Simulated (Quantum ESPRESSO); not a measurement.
**Au under changes of volume**

One of the cells (17.651 Å³/atom); the others are scaled copies at fixed shape and fractional positions:

```
Au
1.0
     1.41131   -2.55593    0.00000
     1.41131    2.55593    0.00000
     0.00000    0.00000    4.89317
Au
2
Direct
  0.33467 0.66533 0.25000
  0.66533 0.33467 0.75000
```

This isn't the form of Au at room conditions, which is fcc.

```yaml
Program: Quantum ESPRESSO 7.5
Functional: LDA
Potentials_or_basis: GBRV 1.5 LDA
Cutoff: 612 eV
Density_cutoff: 4898 eV
k_mesh: 11 × 11 × 6
Occupations: fermi-dirac, width 0.05 eV
Spin: no spin polarisation
```

```csv
volume (Å³/atom),energy over the lowest point (meV/atom),pressure (GPa)
16.592,0.00,0.0
16.945,4.12,-3.9
17.298,?,?
17.651,34.90,-10.0
18.004,59.57,-12.5
18.357,89.29,-14.7
18.710,123.35,-16.5
```

**Question.** What does the run at 17.298 Å³/atom give?

**Answer.** Energy over the lowest point 16.10 meV/atom; pressure -7.2 GPa.

Worked out: A Birch-Murnaghan fit of order 3 (a polynomial in V^(-2/3)) to the other rows has its minimum at 16.60 Å³/atom with B0 = V·E''(V) = 193 GPa and B' = 5.8 at fixed shape and positions, which overstates the stiffness. It gives 16.11 meV/atom at 17.298 Å³/atom, against the run's 16.10, and -dE/dV = -7.1 GPa, against -7.2.

Energies are extrapolated to zero smearing.
